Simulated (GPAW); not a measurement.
# CoO (R-3m) in GPAW: a series of runs

Runs on CoO. Level: PBEsol+U. Tasks: band structure.

All numbers are computed with GPAW 26.7.0; they aren't measurements. Logs are shortened: lines on timing, memory, paths and dates and some standing lists are left out, and cuts for length are marked. The log counts tension as positive stress, the text compression.

## (1) The structure

Symmetry: R-3m, No. 166, trigonal system. The conventional cell has a = 3.011 Å, b = 3.011 Å, c = 7.320 Å, α = 90.00°, β = 90.00°, γ = 120.00°. Co (site symmetry -3m) has 6 O at 2.12 Å as nearest neighbours. O (site symmetry -3m) has 6 Co at 2.12 Å as nearest neighbours.

The cell is a database's computed one.

## (2) Band structure, PBEsol+U, collinear spin, ferromagnetic start

Input file run.py:

```python
from ase import Atoms
from ase.dft.bandgap import bandgap
from ase.io import write
from ase.units import GPa
from gpaw import GPAW, PW, setup_paths

setup_paths.insert(0, '.')

atoms = Atoms(['Co', 'O'],
              cell=[[1.5054695445, 0.8691832468, 2.4399269062],
                    [-1.5054695445, 0.8691832468, 2.4399269062],
                    [0.0, -1.7383664936, 2.4399269062]],
              scaled_positions=[[0.0, 0.0, 0.0],
                                [0.5, 0.5, 0.5]],
              pbc=True)
atoms.set_initial_magnetic_moments([2.0, 0.0])

calc = GPAW(mode=PW(800),
            xc='PBEsol',
            kpts={'size': (8, 8, 8), 'gamma': True},
            occupations={'name': 'fermi-dirac', 'width': 0.05},
            setups={'Co': ':d,6.0'},
            nbands=17,
            convergence={'density': 1e-05, 'energy': 1e-05},
            maxiter=150,
            txt='gpaw.txt')
atoms.calc = calc
energy = atoms.get_potential_energy()
forces = atoms.get_forces()
stress = atoms.get_stress()
calc.write('gs.gpw')
write('result.traj', atoms)
print(f'Energy: {energy:.6f} eV')
print('Forces (eV/A):')
print(forces.round(4))
print('Stress (GPa):', (stress / GPa).round(3))
print('Moments:', calc.get_magnetic_moments().round(3))
print('Fermi level:', round(calc.get_fermi_level(), 4), 'eV')
print(f'Gap: {bandgap(calc)[0]:.4f} eV, direct: {bandgap(calc, direct=True)[0]:.4f} eV')

path = atoms.cell.bandpath('GLB1,BZGX,QFP1Z,LP', npoints=80, eps=1e-4)
bs_calc = calc.fixed_density(kpts=path, symmetry='off', nbands=25,
                             convergence={'bands': 'CBM+6.0', 'eigenstates': 1e-6}, txt='bands.txt')
bs = bs_calc.band_structure()
bs.write('bs.json')
print(f'Gap on the path: {bandgap(bs_calc)[0]:.4f} eV')
```

Potentials or basis: PAW data sets generated in the run's folder for this functional, pw.

Run with:

```sh
> gpaw-setup -f PBEsol Co O
> OMP_NUM_THREADS=1 python run.py
```

gpaw.txt:

```text
__  _  _
 | _ |_)|_||  |
 |__||  | ||/\| - 26.7.0

Input parameters:
  mode=PW(ecut=800.0),
  convergence={'density': 1e-05, 'energy': 1e-05},
  kpts=MonkhorstPack(size=(8, 8, 8), gamma=True),
  maxiter=150,
  nbands=17,
  occupations=Occupations(name='fermi-dirac', width=0.05),
  setups={'Co': ':d,6.0'},
  xc=XC(name='PBEsol')

Diagonalizing LCAO Hamiltonian
Converting LCAO to pw mode

       O

       Co

Atoms  # Å, Bohr magnetons
|   | symbol |        x |        y |        z |    initial magnetic moments |
|---|--------|----------|----------|----------|-----------------------------|
| 0 |     Co | 0.000000 | 0.000000 | 0.000000 | ( 0.0000,  0.0000,  2.0000) |
| 1 |      O | 0.000000 | 0.000000 | 3.659890 | ( 0.0000,  0.0000,  0.0000) |

Unit cell  # Å
| periodic |         x |         y |        z |  lengths |    angles |
|----------|-----------|-----------|----------|----------|-----------|
|      yes |  1.505470 |  0.869183 | 2.439927 | 2.995857 | 60.333340 |
|      yes | -1.505470 |  0.869183 | 2.439927 | 2.995857 | 60.333340 |
|      yes |  0.000000 | -1.738366 | 2.439927 | 2.995857 | 60.333340 |

Number of symmetries: 12
Symmetry operations  # r_c * U_cc + t_c -> r_c
|    | kind |            matrix            |
|----|------|------------------------------|
|  0 |  E   |  1, 0, 0,  0, 1, 0,  0, 0, 1 |
|  1 |  σ   |  1, 0, 0,  0, 0, 1,  0, 1, 0 |
|  2 |  σ   |  0, 1, 0,  1, 0, 0,  0, 0, 1 |
|  3 |  C3  |  0, 1, 0,  0, 0, 1,  1, 0, 0 |
|  4 |  C3  |  0, 0, 1,  1, 0, 0,  0, 1, 0 |
|  5 |  σ   |  0, 0, 1,  0, 1, 0,  1, 0, 0 |
|  6 |  C2  |  0, 0,-1,  0,-1, 0, -1, 0, 0 |
|  7 |  S6  |  0, 0,-1, -1, 0, 0,  0,-1, 0 |
|  8 |  S6  |  0,-1, 0,  0, 0,-1, -1, 0, 0 |
|  9 |  C2  |  0,-1, 0, -1, 0, 0,  0, 0,-1 |
| 10 |  C2  | -1, 0, 0,  0, 0,-1,  0,-1, 0 |
| 11 |  i   | -1, 0, 0,  0,-1, 0,  0, 0,-1 |

BZ-sampling:
  Number of BZ points: 512
  Number of IBZ points: 65

  Monkhorst-Pack size: [8, 8, 8]
  Monkhorst-Pack shift: [0.0625, 0.0625, 0.0625]

K-points  # in reciprocal-cell coordinates
|     |                                coordinates |     weight |
|-----|--------------------------------------------|------------|
|   0 | (  0.00000000,   0.00000000,   0.00000000) | 0.00195312 |
|   1 | (  0.12500000,   0.00000000,  -0.12500000) | 0.01171875 |
|   2 | (  0.12500000,   0.00000000,   0.00000000) | 0.01171875 |
|   3 | (  0.12500000,   0.12500000,  -0.12500000) | 0.01171875 |
|   4 | (  0.12500000,   0.12500000,   0.00000000) | 0.01171875 |
|   5 | (  0.12500000,   0.12500000,   0.12500000) | 0.00390625 |
|   6 | (  0.25000000,  -0.12500000,  -0.12500000) | 0.01171875 |
|   7 | (  0.25000000,   0.00000000,  -0.25000000) | 0.01171875 |
|   8 | (  0.25000000,   0.00000000,  -0.12500000) | 0.02343750 |
|   9 | (  0.25000000,   0.00000000,   0.00000000) | 0.01171875 |
| ... |                                            |            |
|  64 | (  0.50000000,   0.50000000,   0.50000000) | 0.00195312 |

Plane wave coefficients: 995
Cutoff: 800.0 eV

Spin-components: 2 (collinear spins)
Bands:           17
Projectors:      11
Spin-degeneracy: 1
Datatype:        complex128

Parallelization:
  kpt:    1
  domain: 1
  band:   1

Density:
  Valence electrons: 15.0
  Components: 2
  Grid points: [20 20 20]
  Charge: 0.0  # |e|

Potential:
  Grid points: [20 20 20]

species:
  Co:
    name:    Cobalt
    Z:       27.0
    valence: 9
    core:    18
    charge:  0.0  # [|e|]
    Hubbard: {U: 6.0,  # eV
              l: 2,
              scale: True}
    compensation charges:
      type: gauss
      rc: 0.32  # [Å]
      lmax: 2
    cutoffs:
      filter: 1.87  # [Å]
      core: 2.55  # [Å]
    projectors
    | kind |    occ | energy [eV] | rcut [Å] |
    |------|--------|-------------|----------|
    |   4s |  2.000 |      -5.488 |    1.005 |
    |   4p |  0.000 |      -1.248 |    1.058 |
    |   3d |  7.000 |      -8.230 |    1.005 |
    |    s |        |      21.723 |    1.005 |
    |    p |        |      25.963 |    1.058 |
    |    d |        |      18.981 |    1.005 |

    Using partial waves for Co as LCAO basis

  O:
    name:    Oxygen
    Z:       8.0
    valence: 6
    core:    2
    charge:  0.0  # [|e|]
    compensation charges:
      type: gauss
      rc: 0.21  # [Å]
      lmax: 2
    cutoffs:
      filter: 1.17  # [Å]
      core: 0.83  # [Å]
    projectors
    | kind |    occ | energy [eV] | rcut [Å] |
    |------|--------|-------------|----------|
    |   2s |  2.000 |     -23.808 |    0.688 |
    |   2p |  4.000 |      -8.972 |    0.598 |
    |    s |        |       3.404 |    0.688 |
    |    p |        |      18.239 |    0.598 |
    |    d |        |       0.000 |    0.619 |

    Using partial waves for O as LCAO basis

Reference energy: -39902.827428  # eV

eigensolver:
  PPCG
  Converge bands: occupied
  niter=2

density mixing:
  MSR1-Mixer
  Pratt-step length: 0.05
  Maximum mixing coefficient: 0.75
  Old densities: 10
  SVD Regularization: 0.005
  Good broyden scale: 1.0
  Trust region scale: 1.0
  Backstep threshold: 4.0
  History deletion threshold: 6.0
  Fourier metric: weight=20.0, sigma=0.015

occupation numbers:
  Fermi-Dirac:
    width: 0.0500  # eV

poisson solver:
  ecut: 6400.0  # eV

xc functional:
  name: PBEsol with 2 nearest neighbor stencil

convergence criteria:
- Maximum integral of absolute [dens]ity change: 1e-05 electrons / valence electron
- Maximum [total energy] change in last 3 cyles: 1e-05 eV / valence electron
- Maximum integral of absolute [eigenst]ate change: 4e-08 eV^2 / valence electron
maximum number of iterations: 150

SCF iterations
|iter     | |      energy | eigst |  dens |  magmom |
|---------|-|-------------|-------|-------|---------|
|iter:   1| |  -11.912231 | +0.00 |       |  +2.0014|
|iter:   2| |  -11.857620 | -2.19 | -0.76 |  +2.0514|
|iter:   3| |  -12.941143 | -1.71 | -0.79 |  +2.6550|
|iter:   4| |  -13.098587 | -1.84 | -1.22 |  +2.8954|
|iter:   5| |  -13.154416 | -3.07 | -1.59 |  +2.9542|
|iter:   6| |  -13.364400 | -2.89 | -1.62 |  +3.0001|
|iter:   7| |  -13.479703 | -3.05 | -1.88 |  +3.0032|
|iter:   8| |  -13.485876 | -4.48 | -2.35 |  +3.0021|
|iter:   9| |  -13.496281 | -3.71 | -2.51 |  +2.9993|
|iter:  10| |  -13.499773 | -4.63 | -2.81 |  +2.9986|
|iter:  11| |  -13.500778 | -4.43 | -2.98 |  +2.9994|
|iter:  12| |  -13.500788 | -6.26 | -3.60 |  +2.9999|
|iter:  13| |  -13.500787c| -7.22 | -4.08 |  +3.0000|
|iter:  14| |  -13.500789c| -7.78c| -4.48 |  +3.0001|
|iter:  15| |  -13.500789c| -8.01c| -4.88 |  +3.0000|
|iter:  16| |  -13.500789c| -8.60c| -5.49c|  +3.0000|

Converged in 16 steps
Energy contributions relative to reference atoms: (reference = -39902.827428)

Energy contributions:
  Kinetic:          39.386390
  Coulomb:         -33.864657
  Zero:              0.027364
  External:          0.000000
  Xc:              -19.044604
  Entropy:          -0.010565
  Spinorbit:         0.000000
  ----------------------------
  Free energy:     -13.506072
  Extrapolated:    -13.500789

dipole moment: (0.000000, -0.000000, -19.443758)  # |e|*Ang

Total magnetic moment: (0.000000, 0.000000, 3.000001)

Local magnetic moments
|        x |        y |        z |
|----------|----------|----------|
| 0.000000 | 0.000000 | 2.746364 |  # Co   0
| 0.000000 | 0.000000 | 0.158015 |  # O    1

Fermi level: 9.001
Eigenvalues  # (at kpt = [0.000, 0.000, 0.000])
| band index |      eig [eV] | occ [0-1] |      eig [eV] | occ [0-1] |
|------------|---------------|-----------|---------------|-----------|
|          0 |       -11.226 |     1.000 |       -10.882 |     1.000 |
|          1 |         2.225 |     1.000 |         5.077 |     1.000 |
|          2 |         2.225 |     1.000 |         6.252 |     1.000 |
|          3 |         2.490 |     1.000 |         6.252 |     1.000 |
|          4 |         2.490 |     1.000 |         6.301 |     1.000 |
|          5 |         3.303 |     1.000 |         8.033 |     1.000 |
|          6 |         5.856 |     1.000 |         8.033 |     1.000 |
|          7 |         5.856 |     1.000 |        10.206 |     0.000 |
|          8 |         5.929 |     1.000 |        11.618 |     0.000 |
|          9 |         9.749 |     0.000 |        11.619 |     0.000 |
|         10 |        25.393 |     0.000 |        25.192 |     0.000 |
|         11 |        25.896 |     0.000 |        26.686 |     0.000 |
|         12 |        25.896 |     0.000 |        27.309 |     0.000 |
|         13 |        26.315 |     0.000 |        27.309 |     0.000 |
|         14 |        30.024 |     0.000 |        31.059 |     0.000 |
|         15 |        30.024 |     0.000 |        31.060 |     0.000 |
|         16 |        30.340 |     0.000 |        31.296 |     0.000 |

No gap
No difference between direct/indirect transitions

Forces  # eV/Ang
|       x |       y |        z |
|---------|---------|----------|
| 0.00000 | 0.00000 | -0.00000 |  # Co   0
| 0.00000 | 0.00000 |  0.00000 |  # O    1

Stress tensor  # eV/Ang^3
|        x |        y |         z |
|----------|----------|-----------|
| 0.014737 | 0.000000 | -0.000000 |
| 0.000000 | 0.014737 | -0.000000 |
| 0.000000 | 0.000000 |  0.015880 |

# Writing to gs.gpw (mode='')
```

It took 35 s on 1 thread of AMD EPYC 9R45 (Zen 5), shared host; peak memory 0.29 GiB.

Results:

| Item | Value |
| --- | --- |
| Free energy | -13.5061 eV |
| Pressure | -2.4 GPa |
| Band gap along the path | none (metal or under the smearing width) |
| Net moment | 3.00 μB per cell |
| Site moments | Co +2.75; O +0.16 μB |

Levels at the corners of the path, in eV from the Fermi level:
Spin up:
| point | band 5 | band 6 | band 7 | band 8 | band 9 | band 10 |
| --- | --- | --- | --- | --- | --- | --- |
| Γ | -6.51 | -5.70 | -3.15 | -3.15 | -3.07 | 0.75 |
| L | -5.93 | -5.29 | -4.50 | -1.30 | -1.26 | 4.66 |
| B1 | -5.97 | -5.45 | -4.71 | -4.35 | -3.24 | 7.80 |
| B | -5.97 | -5.45 | -4.71 | -4.35 | -3.24 | 7.80 |
| Z | -5.92 | -5.92 | -3.98 | -1.30 | -1.30 | 4.65 |
| Γ | -6.51 | -5.70 | -3.15 | -3.15 | -3.07 | 0.75 |
| X | -6.14 | -5.17 | -4.90 | -4.27 | -2.85 | 7.06 |
| Q | -6.14 | -5.17 | -4.90 | -4.27 | -2.85 | 7.06 |
| F | -5.80 | -5.68 | -5.04 | -4.46 | -4.39 | 5.45 |
| P1 | -6.10 | -5.79 | -4.55 | -4.17 | -2.87 | 7.08 |
| Z | -5.92 | -5.92 | -3.98 | -1.30 | -1.30 | 4.65 |
| L | -5.93 | -5.29 | -4.50 | -1.30 | -1.26 | 4.66 |
| P | -6.10 | -5.79 | -4.55 | -4.17 | -2.87 | 7.08 |
Spin down:
| point | band 4 | band 5 | band 6 | band 7 | band 8 | band 9 |
| --- | --- | --- | --- | --- | --- | --- |
| Γ | -2.75 | -2.70 | -0.97 | -0.97 | 1.21 | 2.62 |
| L | -4.28 | -2.59 | 0.05 | 0.51 | 4.87 | 4.98 |
| B1 | -5.02 | -2.86 | -0.19 | 0.23 | 3.55 | 4.07 |
| B | -5.02 | -2.86 | -0.19 | 0.23 | 3.55 | 4.07 |
| Z | -4.54 | -2.34 | 0.44 | 0.44 | 4.86 | 4.99 |
| Γ | -2.75 | -2.70 | -0.97 | -0.97 | 1.21 | 2.62 |
| X | -4.23 | -3.17 | -0.53 | 0.43 | 3.77 | 4.12 |
| Q | -4.23 | -3.17 | -0.53 | 0.43 | 3.77 | 4.12 |
| F | -4.03 | -3.95 | -0.92 | 0.36 | 3.33 | 3.56 |
| P1 | -4.29 | -2.89 | -0.28 | 0.27 | 3.64 | 4.14 |
| Z | -4.54 | -2.34 | 0.44 | 0.44 | 4.86 | 4.99 |
| L | -4.28 | -2.59 | 0.05 | 0.51 | 4.87 | 4.98 |
| P | -4.29 | -2.89 | -0.28 | 0.27 | 3.64 | 4.14 |

Caveat: a cell with one magnetic atom can't hold antiferromagnetic order, which such compounds often take. The state reached can hang on the start; a lower one may exist.

## (3) Band structure, PBEsol+U, collinear spin, ferromagnetic start

run.py: that of step 2 with these lines changed.

```diff
@@ -21,3 +21,3 @@
             occupations={'name': 'fermi-dirac', 'width': 0.05},
-            setups={'Co': ':d,6.0'},
+            setups={'Co': ':d,8.0'},
             nbands=17,
```

Potentials or basis: PAW data sets generated in the run's folder for this functional, pw.

Run with:

```sh
> gpaw-setup -f PBEsol Co O
> OMP_NUM_THREADS=1 python run.py
```

Wall time 33 s (1 thread of AMD EPYC 9R45 (Zen 5), shared host); peak memory 0.29 GiB.

Results (log left out):

- Free energy: -13.0633 eV
- Pressure: -1.3 GPa
- Band gap along the path: none (metal or under the smearing width)
- Net moment: 3.00 μB per cell
- Site moments: Co +2.79; O +0.14 μB

Stress tensor (GPa, compression positive):
```
-1.46  0.00  0.00
 0.00 -1.46  0.00
 0.00  0.00 -1.07
```

Levels at the corners of the path, in eV from the Fermi level:
Spin up:
```tsv
point	band 5	band 6	band 7	band 8	band 9	band 10
Γ	-7.66	-6.82	-3.21	-3.21	-3.14	0.64
L	-7.13	-6.44	-5.31	-1.69	-1.65	4.55
B1	-7.18	-6.56	-5.18	-4.96	-3.66	7.69
B	-7.18	-6.56	-5.18	-4.96	-3.66	7.69
Z	-7.13	-7.13	-4.83	-1.69	-1.69	4.52
Γ	-7.66	-6.82	-3.21	-3.21	-3.14	0.64
X	-7.30	-6.33	-5.57	-4.77	-3.18	6.94
Q	-7.30	-6.33	-5.57	-4.77	-3.18	6.94
F	-7.00	-6.89	-6.22	-4.54	-4.47	5.33
P1	-7.22	-6.99	-5.27	-4.72	-3.21	6.95
Z	-7.13	-7.13	-4.83	-1.69	-1.69	4.52
L	-7.13	-6.44	-5.31	-1.69	-1.65	4.55
P	-7.23	-6.99	-5.27	-4.72	-3.21	6.95
```
Spin down:
| point | band 4 | band 5 | band 6 | band 7 | band 8 | band 9 |
| --- | --- | --- | --- | --- | --- | --- |
| Γ | -2.87 | -2.82 | -0.98 | -0.98 | 1.06 | 3.50 |
| L | -4.26 | -3.26 | 0.06 | 0.52 | 4.72 | 5.82 |
| B1 | -5.08 | -3.77 | -0.20 | 0.24 | 4.46 | 4.92 |
| B | -5.08 | -3.77 | -0.20 | 0.24 | 4.46 | 4.92 |
| Z | -4.57 | -3.25 | 0.49 | 0.49 | 4.71 | 5.84 |
| Γ | -2.87 | -2.82 | -0.98 | -0.98 | 1.06 | 3.50 |
| X | -4.29 | -4.10 | -0.57 | 0.43 | 4.67 | 5.02 |
| Q | -4.29 | -4.10 | -0.57 | 0.43 | 4.67 | 5.02 |
| F | -4.21 | -4.15 | -1.08 | 0.38 | 4.28 | 4.37 |
| P1 | -4.35 | -3.75 | -0.32 | 0.28 | 4.49 | 5.04 |
| Z | -4.57 | -3.25 | 0.49 | 0.49 | 4.71 | 5.84 |
| L | -4.26 | -3.26 | 0.06 | 0.52 | 4.72 | 5.82 |
| P | -4.35 | -3.75 | -0.32 | 0.28 | 4.49 | 5.04 |

Caveat: a cell with one magnetic atom can't hold antiferromagnetic order, which such compounds often take. The state reached can hang on the start; a lower one may exist.
